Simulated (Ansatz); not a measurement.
# Stack of 1T-FeI2 under 1T-NiTe2, unshifted in a perpendicular field, part 2 of 3

Aim: how the stack of 1T-FeI2 under 1T-NiTe2, unshifted screens a field along its normal, and what the field does to its bands. A positive field points along +c.

Ansatz 0.2.0; plane-wave DFT, PBE-D3(BJ), Ansatz PAW (the session's first sound run).

So far. Step 2 (Relaxation): The lattice constant a goes from 3.744 to 3.889 Å.

## Step 3: Single point, field 0

A sawtooth potential applies the field, turning back in the middle of the vacuum. With the dipole correction the typed value is the field outside the slab. The induced dipole is small, so the SCF threshold is tight.

The cell differs from the one that the last finished run ended in (c 48.975 → 26.830 Å).

Contents of input.yaml:

```yaml
crystal:
  lattice:
    - [3.8885349269, 0.0, 0.0]
    - [-1.9442674635, 3.3675700302, 0.0]
    - [0.0, 0.0, 26.8303124117]
  atoms:
    - { symbol: I, position: [0.6666666667, 0.3333333333, 0.335441491], spin: 0.14 }
    - { symbol: Fe, position: [0.0, 0.0, 0.3969251133], spin: 3.31 }
    - { symbol: I, position: [0.3333333333, 0.6666666667, 0.4611948525], spin: 0.11 }
    - { symbol: Te, position: [0.6666666667, 0.3333333333, 0.5696883965], spin: -0.02 }
    - { symbol: Ni, position: [0.0, 0.0, 0.6163472623], spin: 0.03 }
    - { symbol: Te, position: [0.3333333333, 0.6666666667, 0.664558509], spin: -0.01 }
magnetization:
  spin_polarized: true
kpoints:
  mp_grid: { grid: [12, 12, 1] }
  band_path:
    path: [[0, 0, 0], [0.5, 0, 0], [0.33333333, 0.33333333, 0], [0, 0, 0]]
    npoints: 16
hamiltonian:
  xc: pbe
  dispersion: d3bj
scf:
  occupations: { method: fermi_dirac, width: 0.05 }
  convergence: { dr2_threshold: 1.0e-10 }
efield:
  axis: 3
  dipole_correction: true
  ramp_position: 0.97
  ramp_width: 0.06
  amplitude: 0
output:
  dos: { projected: true, e_range: [-6, 5] }
  bader: true
  write_potential: true
  write_density: true
  volumetric_format: npy
  elf: true
```

The run is started by

```bash
$ ansatz run input.yaml --threads 4 --pin off --max-ram 6144MiB --backend cpu --events-out ev --progress --plain --runs-dir out
```

Numbers of over 12 decimals in the logs are rounded to 6 here.

The log of the run:

```text
[...]
Crystal: 6 atoms, lattice volume = 351.341 Å³
Basis set: ecut = 420 eV, 6965 PW (Γ)
Bands: 63, of which v1, the nominal top of the filled ones, is band 50 counted from 1 (49 counted from 0)
Symmetry: 6 space group operations
k-points: 19 of 144 (time reversal used)
[...]
Starting moments: Σ|m| = 3.62 μB on 6 of 6 sites
[...]
SCF iter   1: F=—  HF=-39306.291356 eV  |F-HF|=—  |Δ(HF+E_count)|=         —  Δρ=1.66e-2 (↑1.66e-2 ↓1.24e-2)  dr2=2.57e0  dr2_m=2.66e-1  M=3.826 μB ∫|m|=3.917 μB  β_m=1.00  ethr=2.51e-3  p=0.000 e·Å  D=1.50e-7 V/Å  ΔV_dip=-0.00 eV  dr2_dipole=8.95e-3  V_vac-E_F(+/−)=4.93/4.93 eV  ⟨swp⟩=2.2  Hψ=14932  notcnv=0  defer=1
[...]
efield: sawtooth ramp at fractional position 0.9700 (set: `efield.ramp_position`, or a place that a band, a saddle search or an elastic batch's reference lends), width 0.0600; the density the first Hamiltonian is built on has a dipole p = 0.000 e·Å; the dipole correction subtracts the counter field D = 1.50e-7 V/Å, which shifts the + side's vacuum level by -0.00 eV against the − side's; the planar-averaged density in the ramp window peaks in size at 5.6e-6 e/Å³
[...]
SCF iter   2: F=—  HF=-39307.235313 eV  |F-HF|=—  |Δ(HF+E_count)|=   9.44e-1  Δρ=6.87e-3 (↑6.75e-3 ↓6.87e-3)  dr2=6.82e-1  dr2_m=1.01e-3  M=3.823 μB ∫|m|=3.951 μB  β_m=0.39  ethr=2.51e-3  p=-0.010 e·Å  D=-5.25e-3 V/Å  ΔV_dip=0.14 eV  dr2_dipole=5.55e-4  V_vac-E_F(+/−)=4.63/4.49 eV  ⟨swp⟩=3.9  Hψ=4461  notcnv=0  defer=46
density mixer auto → msr1: a metal under ldos (density of states about μ 1.05 of a free-electron gas's, 84 screened modes)
SCF iter   3: F=—  HF=-39308.288848 eV  |F-HF|=—  |Δ(HF+E_count)|=    1.05e0  Δρ=6.08e-3 (↑6.08e-3 ↓3.54e-3)  dr2=6.65e-2  dr2_m=5.28e-2  M=3.785 μB ∫|m|=3.951 μB  β_m=0.64  ethr=6.82e-4  p=-0.001 e·Å  D=-4.67e-4 V/Å  ΔV_dip=0.01 eV  dr2_dipole=2.03e-3  V_vac-E_F(+/−)=4.38/4.37 eV  ⟨swp⟩=3.1  Hψ=3998  notcnv=0  defer=133
[...]
SCF iter  18: F=-39308.705222 eV  HF=-39308.705222 eV  |F-HF|=2.33e-10  |Δ(HF+E_count)|=  2.91e-11  Δρ=5.23e-8 (↑2.87e-8 ↓5.23e-8)  dr2=3.04e-11  dr2_m=2.00e-12  M=3.732 μB ∫|m|=3.905 μB  ethr=1.00e-12  p=0.027 e·Å  D=1.38e-2 V/Å  ΔV_dip=-0.37 eV  dr2_dipole=6.39e-12  V_vac-E_F(+/−)=4.29/4.66 eV  ⟨swp⟩=12.5  Hψ=9895  notcnv=0
[...]
SCF 1 converged in 18 iterations: F = -39308.705222 eV  dr2 = 3.04e-11
[...]
NSCF: frozen V_eff on 49 k-points
efield: sawtooth ramp at fractional position 0.9700 (kept from the solve that this one continues, or follows in the run), width 0.0600; the density the first Hamiltonian is built on has a dipole p = 0.027 e·Å; the dipole correction subtracts the counter field D = 1.38e-2 V/Å, which shifts the + side's vacuum level by -0.37 eV against the − side's; the planar-averaged density in the ramp window peaks in size at 3.0e-6 e/Å³
SCF converged after 18 iterations
Magnetization: 3.7318 μB (51.8659 up, 48.1341 down)
Absolute magnetization: 3.9064 μB (∫|ρ↑−ρ↓|, with the PAW one-centre terms)
[...]
Per-site moments (μB) at R_I (Å): [(0.142663, 1.149203), (3.313612, 1.149203), (0.114461, 1.167726), (-0.023529, 1.060327), (0.028797, 1.060327), (-0.00640495, 1.068800)]
Free energy (F): -39308.705222 eV
[...]
Internal energy: -39308.670221 eV  (E = F + TS)
E sigma→0 (E₀):  -39308.687722 eV
Entropy (-TS):   -0.035001 eV (-5.834 meV/atom)
Fermi energy:    2.186974 eV
Dipole field:    D = 0.013812 V/Å  (p = 0.026818 e·Å, saw-weighted, corrected)
Work function:   Φ+ = 4.2927 eV   Φ− = 4.6632 eV
Levels:          The Fermi level and band energies are counted from a zero that moves with the ramp; work functions are not
[...]
--- Band table (eV; the first three rows and the last of 38) ---
  k-point 0 ↑: bands = [... 46 lower, 0.8689, 1.7830, 1.7830, 2.1063, 2.1284, 2.1284, 3.3278, 3.3278, ... 9 higher]
  k-point 1 ↑: bands = [... 46 lower, 0.8073, 1.4385, 1.6503, 1.7092, 1.9523, 2.2774, 3.0245, 3.3686, ... 9 higher]
  k-point 2 ↑: bands = [... 46 lower, 0.6233, 0.8370, 1.0653, 1.4212, 1.6835, 2.2555, 2.5880, 3.4131, ... 9 higher]
  k-point 18 ↓: bands = [... 46 lower, 0.3913, 2.2017, 2.2997, 2.4517, 2.5490, 2.6736, 3.4208, 3.4482, ... 9 higher]
--- Bader charges: 6 sites ---
  site symbol  charge [e]  shift [e]    m [muB]
     0      I     -0.4308     0.0010     0.2327
     1     Fe      0.8143     0.0015     3.3520
     2      I     -0.4366     0.0006     0.1738
     3     Te      0.0758     0.0034    -0.0396
     4     Ni      0.0039     0.0066     0.0296
     5     Te     -0.0265     0.0032    -0.0168
  estimated error of the sums over rays = 4.8e-4 e
```

Elapsed: 1.7 min, on 4 threads of Arm Neoverse V1, shared host; peak memory 1.6 GiB; 6.7 min of CPU time.

Reading the cycles: dr2 is the Hartree energy of the density residual (eV), the measure of convergence; HF is the Harris–Foulkes estimate of the energy, which meets the free energy F at convergence.

This step gave:

- energy at zero smearing: -39308.6877 eV
- work function, upper face: 4.293 eV
- work function, lower face: 4.663 eV
- dipole along the normal: 0.02682 e·Å
- step between the vacuum levels: -0.3706 eV

Running mean over a fixed 2.5 Å (it still follows the layers) of the planar mean; the ramp of the sawtooth is left out. The electron's electrostatic potential energy less the Fermi level by z:

z (Å), electron's electrostatic potential energy less the Fermi level (eV) and a bar from the least value:
```
      3.5       4.66 ##############################
      4.0       4.66 ##############################
      4.5       4.66 ##############################
      5.0       4.66 ##############################
      5.5       4.65 ##############################
      6.0       4.61 ##############################
      6.5       4.45 #############################
      7.0       3.76 ###########################
      7.5       2.39 #######################
      8.0       0.99 ###################
      8.5      -0.58 ###############
      9.0      -2.15 ##########
      9.5      -3.73 #####
     10.0      -4.35 ####
     10.5      -4.49 ###
     11.0      -4.45 ###
     11.5      -4.19 ####
     12.0      -3.29 #######
     12.5      -1.86 ###########
     13.0      -0.85 ##############
     13.5      -0.49 ###############
     14.0      -0.18 ################
     14.5      -0.12 ################
     15.0      -1.90 ###########
     15.5      -4.10 ####
     16.0      -5.34 #
     16.5      -5.58 
     17.0      -5.40 #
     17.5      -4.30 ####
     18.0      -2.13 ##########
     18.5       0.14 #################
     19.0       1.49 #####################
     19.5       2.41 #######################
     20.0       3.63 ###########################
     20.5       4.12 ############################
     21.0       4.25 #############################
     21.5       4.28 #############################
     22.0       4.29 #############################
     22.5       4.29 #############################
     23.0       4.29 #############################
     23.5       4.29 #############################
```

The density of states has structure finer than the step of the table below, so its rows give means over 0.2 eV, whole bins alone (the curve runs from -6 to 1.99 eV). Peaks (eV: height): total -2.94: 13.7, -2.75: 16.8, -2.64: 13.6, -2.47: 12.8, -2.25: 23.3, 0.56: 19.5, 1.39: 12.0; up -4.15: 7.72, -4.02: 9.74, -3.46: 8.47, -2.94: 8.30, -2.80: 7.70, -2.64: 8.66, -2.25: 13.4; down -4.98: 7.94, -2.75: 11.0, -2.25: 9.90, 0.29: 9.30, 0.56: 15.7, 1.11: 8.05, 1.39: 12.0.

The density of states by energy, zero at the Fermi level; means over each step; values in states/eV a cell:

```tsv
energy (eV)	total	up	down
-5.8	2.38	1.46	0.914
-5.6	3.10	2.00	1.09
-5.4	4.61	2.74	1.86
-5.2	4.40	1.75	2.65
-5.0	5.00	1.98	3.02
-4.8	3.34	1.71	1.64
-4.6	5.40	3.46	1.95
-4.4	5.81	2.71	3.09
-4.2	6.10	4.36	1.75
-4.0	7.82	6.10	1.73
-3.8	7.09	3.42	3.66
-3.6	6.70	3.41	3.29
-3.4	5.72	3.59	2.13
-3.2	8.53	4.36	4.17
-3.0	11.4	6.25	5.17
-2.8	10.6	5.20	5.43
-2.6	9.72	4.87	4.85
-2.4	10.5	5.68	4.79
-2.2	11.7	6.69	4.96
-2.0	7.45	4.27	3.18
-1.8	6.17	3.10	3.07
-1.6	5.38	2.88	2.51
-1.4	4.42	2.75	1.67
-1.2	4.34	3.14	1.20
-1.0	4.14	3.29	0.841
-0.8	3.50	2.79	0.715
-0.6	2.23	1.56	0.671
-0.4	2.71	0.682	2.03
-0.2	4.28	0.466	3.82
0.0	3.45	0.466	2.99
0.2	5.32	0.406	4.91
0.4	7.63	2.43	5.20
0.6	7.47	2.72	4.75
0.8	3.94	2.09	1.85
1.0	4.32	1.90	2.42
1.2	4.96	1.05	3.91
1.4	5.00	0	5.00
1.6	0	0	0
```

Projected DOS per atom over height of the atomic layer and energy from the Fermi level. Layers: I Fe I Te Ni Te from below.

Values in states/eV, 22 rows by 6 columns, each cell a mean:
```
0.0 0.0 0.0 0.0 0.0 0.0
0.4 1.9 0.3 0.2 0.1 0.2
0.3 1.7 0.3 1.0 0.6 1.0
0.1 0.5 0.1 1.3 0.9 1.4
0.1 2.9 0.2 1.4 0.9 1.2
0.1 3.0 0.1 0.5 0.2 0.4
0.1 1.8 0.1 0.4 0.1 0.4
0.6 0.4 0.5 0.5 0.3 0.6
0.8 0.8 0.7 0.6 0.6 0.7
0.7 0.5 0.6 0.7 1.3 0.8
0.6 0.4 0.5 0.8 3.6 0.9
0.9 1.0 0.9 0.4 6.4 0.5
2.0 2.6 1.8 0.4 2.6 0.4
1.6 3.4 1.4 0.8 2.8 0.9
1.1 1.5 1.1 0.7 2.0 0.9
1.2 0.8 1.1 0.8 2.1 0.9
1.2 2.6 1.2 0.8 1.1 0.9
1.3 0.8 0.9 1.0 0.7 1.3
0.8 0.5 0.7 0.8 0.4 0.7
1.0 0.5 1.4 1.0 0.3 0.6
0.6 0.6 1.3 0.8 0.3 0.5
0.1 0.1 0.3 0.7 0.4 0.5
```
Columns: height of the atomic layer (Å) from 9 to 17.8 (not evenly spaced); rows upwards: energy from the Fermi level (eV) from -5.96 to 1.96.

Projected DOS per atom, spin up over height of the atomic layer and energy from the Fermi level. Layers: I Fe I Te Ni Te from below.

Ten even steps from '0' (0.00 states/eV) to '9' (3.25 states/eV), each cell a mean:
```
000000
000000
000111
000212
000211
000000
000000
111000
222011
111011
110151
121090
161030
191141
131131
121131
272111
121111
111101
101100
112100
000100
```
Columns: height of the atomic layer (Å) from 9 to 17.8 (not evenly spaced); rows upwards: energy from the Fermi level (eV) from -5.96 to 1.96.

Projected DOS per atom, spin down over height of the atomic layer and energy from the Fermi level. Layers: I Fe I Te Ni Te from below.

Ten even steps from '_' (0.00 states/eV) to '@' (3.12 states/eV), each cell a mean:
```
____________
..**..______
__++__..__..
__..__......
__@@__::..::
__@@________
__++________
____________
____________
______..::..
______..++..
..__..__@@__
==..--__==__
--..--..==..
::__::..::..
::__::..--..
..__........
::__......::
..__....____
..__::..__..
____....____
______..____
```
Columns: height of the atomic layer (Å) from 9 to 17.8 (not evenly spaced); rows upwards: energy from the Fermi level (eV) from -5.96 to 1.96.

Deep bands are left out, so band numbers here count from the lowest band kept and differ from the log's. Electronic bands along the path, in eV, zero at the Fermi level; # counts the bands kept:

```tsv
point	up #18	up #19	up #20	up #21	down #15	down #16	down #17	down #18
Γ	-0.08	-0.06	-0.06	1.14	-0.19	-0.09	-0.09	0.17
halfway	-1.25	-0.63	-0.53	0.50	-0.55	-0.35	0.10	0.14
M	-1.75	-1.01	-0.75	0.59	-1.67	-0.50	0.20	0.43
halfway	-1.78	-1.16	-1.07	0.45	-1.68	-0.15	0.18	0.37
K	-1.84	-1.40	-1.23	0.38	-1.80	0.01	0.11	0.26
halfway	-1.29	-1.01	-0.33	0.38	-0.50	-0.13	0.05	0.32
Γ	-0.08	-0.06	-0.06	1.14	-0.19	-0.09	-0.09	0.17
```

Spin density in the ca plane at fractional y = 0.000, with atoms of Fe and Ni within 0.2 Å of it.

Ten even steps from '0' (0.0 e/Å³) to '9' (6.1 e/Å³), each cell a mean:
```
00000000000026410000000000000000000000000000
00000000000000000000000000000000000000000000
00000000000000000000000000000000000000000000
00000000000000000000000000000000000000000000
00000000000000000000000000000000000000000000
00000000000000000000000000000000000000000000
00000000000000000000000000000000000000000000
00000000000000000000000000000000000000000000
00000000000012200000000000000000000000000000
00000000000039710000000000000000000000000000
```
Columns run along c (16.0 Å, from fractional 0.22 to 0.81 of the cell), rows up along a (3.9 Å). Atoms in or near the plane, at fractional coordinates: Fe at (0.40, 0.00), Ni at (0.62, 0.00).

Electrostatic potential energy in the ca plane at fractional y = 0.000, with atoms of Fe and Ni within 0.2 Å of it. With pseudopotentials it is smooth inside the atoms' cores, unlike the true potential.

Ten even steps from '0' (-44 eV) to '9' (7 eV), each cell a mean:
```
99999999999999999999985000279999999999710016
99999999999999999999998523689999999999863258
99999999999999999999999888899999999999888888
99999999999999999998889999998889999988889988
99999999999999999987789999988778999887789988
99999999999999999988789999988788999887889988
99999999999999999998899988998889999988889988
99999999999999999999998766889999999999886678
99999999999999999999997200489999999999830037
99999999999999999999985000179999999999710006
```
Columns run along c (16.0 Å, from fractional 0.07 to 0.66 of the cell; values clipped at the 3rd and 97th percentile), rows up along a (3.9 Å). Atoms in or near the plane, at fractional coordinates: Fe at (0.40, 0.00), Ni at (0.62, 0.00).

ELF in the ca plane at fractional y = 0.000, with atoms of Fe and Ni within 0.2 Å of it. It is the smooth field of the valence electrons, not physical close to the nuclei.

Values, 6 rows by 16 columns, each cell a mean:
```
0.07 0.16 0.39 0.37 0.16 0.06 0.05 0.22 0.33 0.25 0.19 0.04 0.00 0.00 0.00 0.00
0.44 0.54 0.21 0.20 0.53 0.34 0.18 0.48 0.28 0.36 0.48 0.24 0.03 0.00 0.00 0.00
0.70 0.68 0.37 0.34 0.68 0.54 0.32 0.55 0.38 0.45 0.60 0.51 0.11 0.01 0.00 0.00
0.66 0.68 0.33 0.31 0.68 0.51 0.29 0.56 0.37 0.46 0.59 0.46 0.09 0.01 0.00 0.00
0.30 0.41 0.21 0.20 0.40 0.23 0.13 0.40 0.24 0.29 0.38 0.15 0.02 0.00 0.00 0.00
0.04 0.12 0.48 0.45 0.11 0.03 0.04 0.19 0.41 0.29 0.15 0.03 0.00 0.00 0.00 0.00
```
Columns run along c (16.0 Å, from fractional 0.29 to 0.89 of the cell), rows up along a (3.9 Å). Atoms in or near the plane, at fractional coordinates: Fe at (0.40, 0.00), Ni at (0.62, 0.00).

The work function of the upper face is 4.29 eV.

## Step 4: Atoms held, field 0.05 V/Å

Changes to input.yaml since step 3:

```diff
@@ -30,6 +30,4 @@
   ramp_width: 0.06
-  amplitude: 0
+  amplitude: 0.05
 output:
-  dos: { projected: true, e_range: [-6, 5] }
-  bader: true
   write_potential: true
@@ -37,2 +35 @@
   volumetric_format: npy
-  elf: true
```

The log of the run:

```text
[...]
Crystal: 6 atoms, lattice volume = 351.341 Å³
Basis set: ecut = 420 eV, 6965 PW (Γ)
Bands: 63, of which v1, the nominal top of the filled ones, is band 50 counted from 1 (49 counted from 0)
Symmetry: 6 space group operations
k-points: 19 of 144 (time reversal used)
[...]
Starting moments: Σ|m| = 3.62 μB on 6 of 6 sites
[...]
k-point 0 ↑: bands = [... 46 lower, 0.8713, 1.7850, 1.7850, 2.1154, 2.1349, 2.1349, 3.3345, 3.3345, ... 9 higher]
  k-point 1 ↑: bands = [... 46 lower, 0.8100, 1.4413, 1.6572, 1.7115, 1.9584, 2.2858, 3.0315, 3.3754, ... 9 higher]
  k-point 2 ↑: bands = [... 46 lower, 0.6266, 0.8398, 1.0731, 1.4264, 1.6865, 2.2644, 2.5953, 3.4200, ... 9 higher]
  k-point 18 ↓: bands = [... 46 lower, 0.3975, 2.2079, 2.3047, 2.4566, 2.5559, 2.6811, 3.4264, 3.4542, ... 9 higher]
[key lines of the parts left out:]
SCF converged after 18 iterations
Magnetization: 3.7287 μB (51.8644 up, 48.1356 down)
Free energy (F): -39308.707591 eV
Fermi energy:    2.192783 eV
Dipole field:    D = 0.034995 V/Å  (p = 0.067948 e·Å, saw-weighted, corrected)
```

Wall time 92 s (4 threads); peak memory 1.5 GiB; 6 min of CPU time.

The dipole is 0.0679 e·Å, 0.0411 e·Å from its value without field.

## Step 5: Atoms held, field -0.05 V/Å

Changes to input.yaml since step 4:

```diff
@@ -30,3 +30,3 @@
   ramp_width: 0.06
-  amplitude: 0.05
+  amplitude: -0.05
 output:
```

The log of the run:

```text
[...]
Crystal: 6 atoms, lattice volume = 351.341 Å³
Basis set: ecut = 420 eV, 6965 PW (Γ)
Bands: 63, of which v1, the nominal top of the filled ones, is band 50 counted from 1 (49 counted from 0)
Symmetry: 6 space group operations
k-points: 19 of 144 (time reversal used)
[...]
Starting moments: Σ|m| = 3.62 μB on 6 of 6 sites
[...]
k-point 0 ↑: bands = [... 46 lower, 0.8661, 1.7808, 1.7808, 2.0969, 2.1218, 2.1218, 3.3208, 3.3208, ... 9 higher]
  k-point 1 ↑: bands = [... 46 lower, 0.8043, 1.4354, 1.6431, 1.7067, 1.9460, 2.2687, 3.0173, 3.3616, ... 9 higher]
  k-point 2 ↑: bands = [... 46 lower, 0.6197, 0.8340, 1.0573, 1.4157, 1.6802, 2.2463, 2.5805, 3.4060, ... 9 higher]
  k-point 18 ↓: bands = [... 46 lower, 0.3848, 2.1953, 2.2945, 2.4464, 2.5419, 2.6658, 3.4148, 3.4419, ... 9 higher]
[key lines of the parts left out:]
SCF converged after 18 iterations
Magnetization: 3.7348 μB (51.8674 up, 48.1326 down)
Free energy (F): -39308.704910 eV
Fermi energy:    2.180896 eV
Dipole field:    D = -0.007382 V/Å  (p = -0.014333 e·Å, saw-weighted, corrected)
```

The job ended after 92 s (4 threads; peak memory 1.5 GiB).

The dipole is -0.0143 e·Å, -0.0412 e·Å from its value without field.

## Step 6: Atoms held, field 0.1 V/Å

Changes to input.yaml since step 5:

```diff
@@ -28,5 +28,5 @@
   dipole_correction: true
-  ramp_position: 0.97
-  ramp_width: 0.06
-  amplitude: -0.05
+  ramp_position: 0.9657
+  ramp_width: 0.0682
+  amplitude: 0.1
 output:
```

The log of the run:

```text
[...]
Crystal: 6 atoms, lattice volume = 351.341 Å³
Basis set: ecut = 420 eV, 6965 PW (Γ)
Bands: 63, of which v1, the nominal top of the filled ones, is band 50 counted from 1 (49 counted from 0)
Symmetry: 6 space group operations
k-points: 19 of 144 (time reversal used)
[...]
Starting moments: Σ|m| = 3.62 μB on 6 of 6 sites
[...]
k-point 0 ↑: bands = [... 46 lower, 0.8737, 1.7869, 1.7869, 2.1244, 2.1413, 2.1413, 3.3411, 3.3411, ... 9 higher]
  k-point 1 ↑: bands = [... 46 lower, 0.8126, 1.4440, 1.6641, 1.7137, 1.9644, 2.2942, 3.0384, 3.3821, ... 9 higher]
  k-point 2 ↑: bands = [... 46 lower, 0.6298, 0.8426, 1.0808, 1.4316, 1.6896, 2.2733, 2.6025, 3.4268, ... 9 higher]
  k-point 18 ↓: bands = [... 46 lower, 0.4037, 2.2140, 2.3096, 2.4616, 2.5628, 2.6886, 3.4321, 3.4602, ... 9 higher]
[key lines of the parts left out:]
SCF converged after 18 iterations
Magnetization: 3.7257 μB (51.8629 up, 48.1371 down)
Free energy (F): -39308.712016 eV
Fermi energy:    2.198561 eV
Dipole field:    D = 0.056166 V/Å  (p = 0.109053 e·Å, saw-weighted, corrected)
```

Elapsed: 92 s, on 4 threads; peak memory 1.5 GiB.

The dipole is 0.109 e·Å, 0.0822 e·Å from its value without field.

(Part 2 of 3 ends here.)

[Logs are printed without paths, hosts, clocks, repeated set-up lines and the standing remarks that a program may print on its own settings, such as how far it seeks lower states.]

[Hosts, paths, dates, database ids (printed as entryN), source tags and the programs' standing remarks are cut or masked in the printed files.]

[Maps of the electrostatic potential energy from Ansatz leave out the sawtooth potential of an applied field or a dipole correction, so their vacuum need not be flat; planar profiles and work functions include it.]
